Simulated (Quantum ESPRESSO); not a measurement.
Set up this calculation in Quantum ESPRESSO 7.5, as the native input.

```
Task                : single point
Functional          : PBE
Potentials or basis : SSSP 1.3 efficiency PBE
Cutoff              : 748 eV
Density cutoff      : 5987 eV
k mesh              : 9 × 9 × 5
Occupations         : fermi-dirac, width 0.05 eV
Spin                : no spin polarisation
Mixing beta         : 0.5
Most SCF iterations : 120
SCF threshold       : 4e-10 Ry
```

Crystal: Tl.

```
CELL_PARAMETERS angstrom
0.00000 -2.46634 -2.46634
-2.46634 0.00000 -2.46634
2.46634 2.46634 -4.93268
ATOMIC_POSITIONS crystal
Tl 0.59291 0.38666 0.49153
Tl 0.90709 0.11334 0.00847
```

One way to write it, as run:

pw.in

```
&CONTROL
  calculation = 'scf'
  prefix = 'pwscf'
  outdir = './tmp'
  pseudo_dir = './pseudo'
  tprnfor = .true.
  tstress = .true.
  disk_io = 'nowf'
/
&SYSTEM
  ibrav = 0
  nat = 2
  ntyp = 1
  ecutwfc = 55
  ecutrho = 440
  nbnd = 20
  occupations = 'smearing'
  smearing = 'fd'
  degauss = 0.00367493
/
&ELECTRONS
  conv_thr = 4d-10
  electron_maxstep = 120
  mixing_beta = 0.5
/
ATOMIC_SPECIES
Tl   204.3800 Tl_pbe_v1.2.uspp.F.UPF
CELL_PARAMETERS angstrom
   0.0000000000   -2.4663412300   -2.4663412300
  -2.4663412300    0.0000000000   -2.4663412300
   2.4663412300    2.4663412300   -4.9326824700
ATOMIC_POSITIONS crystal
Tl     0.5929118700    0.3866616100    0.4915268400
Tl     0.9070881300    0.1133383900    0.0084731600
K_POINTS automatic
9 9 5 0 0 0
```

Potentials or basis: SSSP 1.3 efficiency PBE.

Launch:

```sh
$ OMP_NUM_THREADS=1 pw.x -in pw.in > pw.out
```

It gave:

The pressure is 1.6 GPa. The largest force is 0.410 eV/Å. The band gap on the k mesh is none (metal or under the smearing width).

Run time: 5 min on 1 thread of Intel(R) Xeon(R) Platinum 8488C (Sapphire Rapids) (shared host), peak memory 0.71 GiB.
